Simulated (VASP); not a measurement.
The system is C, a sheet with vacuum.

```
C
1.0
     2.46100    0.00000    0.00000
    -1.23050    2.13129    0.00000
     0.00000    0.00000   16.00000
C
2
Direct
  0.00000 0.00000 0.50000
  0.33333 0.66667 0.50000
```

The cell was built by a generator and needn't be a form met in nature.

Base run:

- Program: VASP 6.6.1
- Functional: SCAN
- Potentials or basis: VASP PAW PBE potentials, release 64 (C)
- Cutoff: 520 eV
- k mesh: 16 × 16 × 1
- Occupations: fermi-dirac, width 0.05 eV
- Spin: no spin polarisation

Its results: band gap on the k mesh 1.32 eV, direct.

**Question.** The run is repeated on the same cell with these changes: functional from SCAN to optB88-vdW. What comes out?

**Answer.** Band gap on the k mesh 1.24 eV, direct.

A k mesh can miss the band edges.
